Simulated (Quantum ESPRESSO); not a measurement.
BaTiO3:

```
Ba Ti O
1.0
     3.99980    0.00000    0.00000
     0.00000    3.99980    0.00000
     0.00000    0.00000    4.01800
Ba Ti O
1 1 3
Direct
  0.00000 0.00000 0.00000
  0.50000 0.50000 0.49000
  0.00000 0.50000 0.51700
  0.50000 0.00000 0.51700
  0.50000 0.50000 0.01900
```

Base run:

```yaml
Program: Quantum ESPRESSO 7.5
Functional: PBE
Potentials_or_basis: GBRV 1.5 PBE
Cutoff: 612 eV
Density_cutoff: 4898 eV
k_mesh: 8 × 8 × 8, shifted
Occupations: fermi-dirac, width 0.05 eV
Spin: no spin polarisation
```

Its results: pressure 3.4 GPa; largest force 0.298 eV/Å; electronic dielectric tensor (diagonal) 6.54, 6.54, 6.12.

**Question.** The run is repeated on the same cell with these changes: k mesh from 8 × 8 × 8, shifted to 2 × 2 × 2, shifted. What comes out?

**Answer.** Pressure 3.0 GPa; largest force 0.895 eV/Å; electronic dielectric tensor (diagonal) 5.93, 5.93, 5.62.

Caveats: some runs use coarse meshes; the cell is more than 3 GPa from zero pressure, which shifts response properties (some runs).
